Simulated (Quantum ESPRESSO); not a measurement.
# NaH (Fm-3m) in Quantum ESPRESSO: further runs

Runs on NaH. Level: r2SCAN. Tasks: single point, equation of state.

All numbers are computed with Quantum ESPRESSO 7.5; they aren't measurements. Logs are shortened: lines on timing, memory, paths and dates and some standing lists are left out, and cuts for length are marked.

## Step 1: Starting point

The structure is cubic, space group Fm-3m (No. 225). The conventional cell has a = 4.880 Å, b = 4.880 Å, c = 4.880 Å, α = 90.00°, β = 90.00°, γ = 90.00°. Na (site symmetry m-3m) is surrounded by 6 H at 2.44 Å. H (site symmetry m-3m) has 6 Na at 2.44 Å as nearest neighbours.

## Step 2: Single point, r2SCAN, 13.66 Å³/atom

Input file pw.in:

```
&CONTROL
  calculation = 'scf'
  prefix = 'pwscf'
  outdir = './tmp'
  pseudo_dir = './pseudo'
  tstress = .true.
  disk_io = 'nowf'
/
&SYSTEM
  ibrav = 0
  nat = 2
  ntyp = 2
  ecutwfc = 70
  nbnd = 10
  input_dft = 'r2scan'
  occupations = 'smearing'
  smearing = 'fd'
  degauss = 0.00367493
  nosym = .true.
  nr1 = 36
  nr2 = 36
  nr3 = 36
/
&ELECTRONS
  conv_thr = 1d-08
  electron_maxstep = 120
  mixing_beta = 0.5
/
ATOMIC_SPECIES
Na    22.9898 Na_ONCV_PBE-1.2.upf
H      1.0080 H_ONCV_PBE-1.2.upf
CELL_PARAMETERS angstrom
   0.0000000000    2.3901901053    2.3901901053
   2.3901901053    0.0000000000    2.3901901053
   2.3901901053    2.3901901053    0.0000000000
ATOMIC_POSITIONS crystal
Na     0.0000000000    0.0000000000    0.0000000000
H      0.5000000000    0.5000000000    0.5000000000
K_POINTS automatic
7 7 7 0 0 0
```

Potentials or basis: SG15 PBE 1.2.

Command:

```
$ OMP_NUM_THREADS=1 mpirun -n 4 pw.x -nk 4 -in pw.in > pw.out
```

pw.out:

```text
This program is part of the open-source Quantum ESPRESSO suite
     for quantum simulation of materials; please cite
         "P. Giannozzi et al., J. Phys.:Condens. Matter 21 395502 (2009);
         "P. Giannozzi et al., J. Phys.:Condens. Matter 29 465901 (2017);
         "P. Giannozzi et al., J. Chem. Phys. 152 154105 (2020);
     in publications or presentations arising from this work. More details at

     IMPORTANT: XC functional enforced from input :
     Exchange-correlation= R2SCAN
                           (   0   0   0   0   0 497 498)
     Any further DFT definition will be discarded
     Please, verify this is what you really want

     K-points division:     npool     =       4
     Subspace diagonalization in iterative solution of the eigenvalue problem:
     a serial algorithm will be used

     G-vector sticks info
     --------------------
     sticks:   dense  smooth     PW     G-vecs:    dense   smooth      PW
     Sum         769     769    253                14361    14361    2637

     Using Slab Decomposition

     bravais-lattice index     =            0
     lattice parameter (alat)  =       6.3877  a.u.
     unit-cell volume          =     184.2994 (a.u.)^3
     number of atoms/cell      =            2
     number of atomic types    =            2
     number of electrons       =        10.00
     number of Kohn-Sham states=           10
     kinetic-energy cutoff     =      70.0000  Ry
     charge density cutoff     =     280.0000  Ry
     scf convergence threshold =      1.0E-08
     mixing beta               =       0.5000
     number of iterations used =            8  plain     mixing
     Exchange-correlation= R2SCAN
                           (   0   0   0   0   0 497 498)

     celldm(1)=   6.387726  celldm(2)=   0.000000  celldm(3)=   0.000000
     celldm(4)=   0.000000  celldm(5)=   0.000000  celldm(6)=   0.000000

     crystal axes: (cart. coord. in units of alat)
               a(1) = (   0.000000   0.707107   0.707107 )
               a(2) = (   0.707107   0.000000   0.707107 )
               a(3) = (   0.707107   0.707107   0.000000 )

     reciprocal axes: (cart. coord. in units 2 pi/alat)
               b(1) = ( -0.707107  0.707107  0.707107 )
               b(2) = (  0.707107 -0.707107  0.707107 )
               b(3) = (  0.707107  0.707107 -0.707107 )

     PseudoPot. # 1 for Na read from file:
     Na_ONCV_PBE-1.2.upf
     Pseudo is Norm-conserving, Zval =  9.0
     Generated using ONCVPSP code by D. R. Hamann
     Using radial grid of  602 points,  4 beta functions with:
                l(1) =   0
                l(2) =   0
                l(3) =   1
                l(4) =   1

     PseudoPot. # 2 for H  read from file:
     H_ONCV_PBE-1.2.upf
     Pseudo is Norm-conserving, Zval =  1.0
     Generated using ONCVPSP code by D. R. Hamann
     Using radial grid of  602 points,  2 beta functions with:
                l(1) =   0
                l(2) =   0

     atomic species   valence    mass     pseudopotential
     Na                9.00    22.98980     Na( 1.00)
     H                 1.00     1.00800     H ( 1.00)

     No symmetry found

   Cartesian axes

     site n.     atom                  positions (alat units)
         1        Na     tau(   1) = (   0.0000000   0.0000000   0.0000000  )
         2        H      tau(   2) = (   0.7071068   0.7071068   0.7071068  )

     number of k points=   172  Fermi-Dirac smearing, width (Ry)=  0.0037

     Number of k-points >= 100: set verbosity='high' to print them.

     Dense  grid:    14361 G-vectors     FFT dimensions: (  36,  36,  36)

     WARNING: libxc functional with ID  497 depends
      on external parameters: check the user_guide of
      QE if you need to modify them or to check their
      default values.

     WARNING: libxc functional with ID  498 depends
      on external parameters: check the user_guide of
      QE if you need to modify them or to check their
      default values.

     Initial potential from superposition of free atoms

     starting charge       9.8612, renormalised to      10.0000
     Starting wfcs are random

     Self-consistent Calculation

     iteration #  1     ecut=    70.00 Ry     beta= 0.50
     Davidson diagonalization with overlap
     ethr =  1.00E-02,  avg # of iterations =  7.2

     total energy              =     -86.44967312 Ry
     estimated scf accuracy    <      22.24156477 Ry

     iteration #  2     ecut=    70.00 Ry     beta= 0.50
     Davidson diagonalization with overlap
     ethr =  1.00E-02,  avg # of iterations =  1.0

     total energy              =     -86.50894021 Ry
     estimated scf accuracy    <       5.13448873 Ry

     iteration #  3     ecut=    70.00 Ry     beta= 0.50
     Davidson diagonalization with overlap
     ethr =  1.00E-02,  avg # of iterations =  1.0

     total energy              =     -86.51307927 Ry
     estimated scf accuracy    <       0.02495097 Ry

     iteration #  4     ecut=    70.00 Ry     beta= 0.50
     Davidson diagonalization with overlap
     ethr =  2.50E-04,  avg # of iterations =  1.1

     total energy              =     -86.51319834 Ry
     estimated scf accuracy    <       0.00092385 Ry

     iteration #  5     ecut=    70.00 Ry     beta= 0.50
     Davidson diagonalization with overlap
     ethr =  9.24E-06,  avg # of iterations =  2.9

     total energy              =     -86.51321367 Ry
     estimated scf accuracy    <       0.00001910 Ry

     iteration #  6     ecut=    70.00 Ry     beta= 0.50
     Davidson diagonalization with overlap
     ethr =  1.91E-07,  avg # of iterations =  1.5

     total energy              =     -86.51321395 Ry
     estimated scf accuracy    <       0.00000223 Ry

     iteration #  7     ecut=    70.00 Ry     beta= 0.50
     Davidson diagonalization with overlap
     ethr =  2.23E-08,  avg # of iterations =  1.0

     total energy              =     -86.51321397 Ry
     estimated scf accuracy    <       0.00000001 Ry

     iteration #  8     ecut=    70.00 Ry     beta= 0.50
     Davidson diagonalization with overlap
     ethr =  1.07E-10,  avg # of iterations =  1.9

     End of self-consistent calculation

     Number of k-points >= 100: set verbosity='high' to print the bands.

     the Fermi energy is     3.3203 ev

!    total energy              =     -86.51321397 Ry
     estimated scf accuracy    <          1.1E-09 Ry
     smearing contrib. (-TS)   =       0.00000000 Ry
     internal energy E=F+TS    =     -86.51321397 Ry

     The total energy is F=E-TS. E is the sum of the following terms:
     one-electron contribution =     -59.52703851 Ry
     hartree contribution      =      30.26469082 Ry
     xc contribution           =     -13.46173773 Ry
     ewald contribution        =     -43.78912856 Ry

     convergence has been achieved in   8 iterations

     Computing stress (Cartesian axis) and pressure

          total   stress  (Ry/bohr**3)                   (kbar)     P=        3.46
   0.00002351  -0.00000000   0.00000000            3.46       -0.00        0.00
  -0.00000000   0.00002351  -0.00000000           -0.00        3.46       -0.00
   0.00000000  -0.00000000   0.00002351            0.00       -0.00        3.46

=------------------------------------------------------------------------------=
   JOB DONE.
=------------------------------------------------------------------------------=
```

It took 32 s on 4 MPI ranks of Arm Neoverse V2, shared host; peak memory 0.28 GiB.

Results:

```
Free energy            : -1177.0722 eV
Pressure               : 0.3 GPa
Band gap on the k mesh : 4.94 eV, indirect (least direct gap 5.58 eV)
```

Caveat: the potentials were made for another functional, which shifts forces and pressure; an odd mesh through Γ misses points on the zone boundary, where band edges often lie.

## Step 3: Single point, r2SCAN, 13.95 Å³/atom

pw.in, as its differences from that of step 2:

```diff
@@ -32,5 +32,5 @@
 CELL_PARAMETERS angstrom
-   0.0000000000    2.3901901053    2.3901901053
-   2.3901901053    0.0000000000    2.3901901053
-   2.3901901053    2.3901901053    0.0000000000
+   0.0000000000    2.4070229845    2.4070229845
+   2.4070229845    0.0000000000    2.4070229845
+   2.4070229845    2.4070229845    0.0000000000
 ATOMIC_POSITIONS crystal
```

Potentials or basis: SG15 PBE 1.2.

Command:

```
$ OMP_NUM_THREADS=1 mpirun -n 4 pw.x -nk 4 -in pw.in > pw.out
```

Run time: 29 s. Hardware: 4 MPI ranks of Arm Neoverse V2, shared host; peak memory 0.28 GiB.

The run converged. Its results:

```yaml
Free_energy: -1177.0740 eV
Pressure: -0.2 GPa
Band_gap_on_the_k_mesh: 4.90 eV, indirect (least direct gap 5.52 eV)
```

Caveat: the potentials were made for another functional, which shifts forces and pressure; an odd mesh through Γ misses points on the zone boundary, where band edges often lie.

## Step 4: Single point, r2SCAN, 14.24 Å³/atom

pw.in, as its differences from that of step 3:

```diff
@@ -32,5 +32,5 @@
 CELL_PARAMETERS angstrom
-   0.0000000000    2.4070229845    2.4070229845
-   2.4070229845    0.0000000000    2.4070229845
-   2.4070229845    2.4070229845    0.0000000000
+   0.0000000000    2.4236236676    2.4236236676
+   2.4236236676    0.0000000000    2.4236236676
+   2.4236236676    2.4236236676    0.0000000000
 ATOMIC_POSITIONS crystal
```

Command:

```
$ OMP_NUM_THREADS=1 mpirun -n 4 pw.x -nk 4 -in pw.in > pw.out
```

Wall time 30 s (4 MPI ranks of Arm Neoverse V2, shared host); peak memory 0.28 GiB.

It converged, with:

```
Free energy            : -1177.0739 eV
Pressure               : -0.6 GPa
Band gap on the k mesh : 4.85 eV, indirect (least direct gap 5.47 eV)
```

Caveat: the potentials were made for another functional, which shifts forces and pressure; an odd mesh through Γ misses points on the zone boundary, where band edges often lie.

## Step 5: Single point, r2SCAN, 14.53 Å³/atom

pw.in, as its differences from that of step 4:

```diff
@@ -32,5 +32,5 @@
 CELL_PARAMETERS angstrom
-   0.0000000000    2.4236236676    2.4236236676
-   2.4236236676    0.0000000000    2.4236236676
-   2.4236236676    2.4236236676    0.0000000000
+   0.0000000000    2.4400000000    2.4400000000
+   2.4400000000    0.0000000000    2.4400000000
+   2.4400000000    2.4400000000    0.0000000000
 ATOMIC_POSITIONS crystal
```

Command:

```
$ OMP_NUM_THREADS=1 mpirun -n 4 pw.x -nk 4 -in pw.in > pw.out
```

Wall time 29 s (4 MPI ranks of Arm Neoverse V2, shared host); peak memory 0.28 GiB.

It converged, with:

```yaml
Free_energy: -1177.0721 eV
Pressure: -1.1 GPa
Band_gap_on_the_k_mesh: 4.81 eV, indirect (least direct gap 5.42 eV)
```

Caveat: the potentials were made for another functional, which shifts forces and pressure; an odd mesh through Γ misses points on the zone boundary, where band edges often lie.

## Step 6: Single point, r2SCAN, 14.82 Å³/atom

pw.in, as its differences from that of step 5:

```diff
@@ -32,5 +32,5 @@
 CELL_PARAMETERS angstrom
-   0.0000000000    2.4400000000    2.4400000000
-   2.4400000000    0.0000000000    2.4400000000
-   2.4400000000    2.4400000000    0.0000000000
+   0.0000000000    2.4561594113    2.4561594113
+   2.4561594113    0.0000000000    2.4561594113
+   2.4561594113    2.4561594113    0.0000000000
 ATOMIC_POSITIONS crystal
```

Potentials or basis: SG15 PBE 1.2.

Command:

```
$ OMP_NUM_THREADS=1 mpirun -n 4 pw.x -nk 4 -in pw.in > pw.out
```

It took 30 s on 4 MPI ranks of Arm Neoverse V2, shared host; peak memory 0.28 GiB.

Results (log left out):

```yaml
Free_energy: -1177.0688 eV
Pressure: -1.5 GPa
Band_gap_on_the_k_mesh: 4.77 eV, indirect (least direct gap 5.37 eV)
```

Caveat: the potentials were made for another functional, which shifts forces and pressure; an odd mesh through Γ misses points on the zone boundary, where band edges often lie.

## Step 7: Single point, r2SCAN, 15.11 Å³/atom

pw.in, as its differences from that of step 6:

```diff
@@ -32,5 +32,5 @@
 CELL_PARAMETERS angstrom
-   0.0000000000    2.4561594113    2.4561594113
-   2.4561594113    0.0000000000    2.4561594113
-   2.4561594113    2.4561594113    0.0000000000
+   0.0000000000    2.4721089453    2.4721089453
+   2.4721089453    0.0000000000    2.4721089453
+   2.4721089453    2.4721089453    0.0000000000
 ATOMIC_POSITIONS crystal
```

Command:

```
$ OMP_NUM_THREADS=1 mpirun -n 4 pw.x -nk 4 -in pw.in > pw.out
```

Run time: 31 s. Hardware: 4 MPI ranks of Arm Neoverse V2, shared host; peak memory 0.28 GiB.

Results (log left out):

```yaml
Free_energy: -1177.0641 eV
Pressure: -1.8 GPa
Band_gap_on_the_k_mesh: 4.73 eV, indirect (least direct gap 5.33 eV)
```

Caveat: the potentials were made for another functional, which shifts forces and pressure; an odd mesh through Γ misses points on the zone boundary, where band edges often lie.

## Step 8: Single point, r2SCAN, 15.40 Å³/atom

pw.in, as its differences from that of step 7:

```diff
@@ -32,5 +32,5 @@
 CELL_PARAMETERS angstrom
-   0.0000000000    2.4721089453    2.4721089453
-   2.4721089453    0.0000000000    2.4721089453
-   2.4721089453    2.4721089453    0.0000000000
+   0.0000000000    2.4878552867    2.4878552867
+   2.4878552867    0.0000000000    2.4878552867
+   2.4878552867    2.4878552867    0.0000000000
 ATOMIC_POSITIONS crystal
```

Command:

```
$ OMP_NUM_THREADS=1 mpirun -n 4 pw.x -nk 4 -in pw.in > pw.out
```

Wall time 34 s (4 MPI ranks of Arm Neoverse V2, shared host); peak memory 0.32 GiB.

The run converged. Its results:

| Quantity | Value |
| --- | --- |
| Free energy | -1177.0581 eV |
| Pressure | -2.2 GPa |
| Band gap on the k mesh | 4.69 eV, indirect (least direct gap 5.28 eV) |

Caveat: the potentials were made for another functional, which shifts forces and pressure; an odd mesh through Γ misses points on the zone boundary, where band edges often lie.

## Step 9: Equation of state, r2SCAN

Potentials or basis: SG15 PBE 1.2.

This step only gathers the single runs of the series.

What came out:

| Item | Value |
| --- | --- |
| Equilibrium volume | 14.07 Å³/atom |
| Bulk modulus | 24 GPa |
| Pressure derivative of the bulk modulus | 3.6 |

Energy against volume, from the lowest point:
| volume (Å³/atom) | energy (meV/atom) |
| --- | --- |
| 13.655 | 0.87 |
| 13.946 | 0.00 |
| 14.236 | 0.05 |
| 14.527 | 0.93 |
| 14.817 | 2.60 |
| 15.108 | 4.93 |
| 15.398 | 7.92 |

Caveat: the potentials were made for another functional, which shifts forces and pressure.
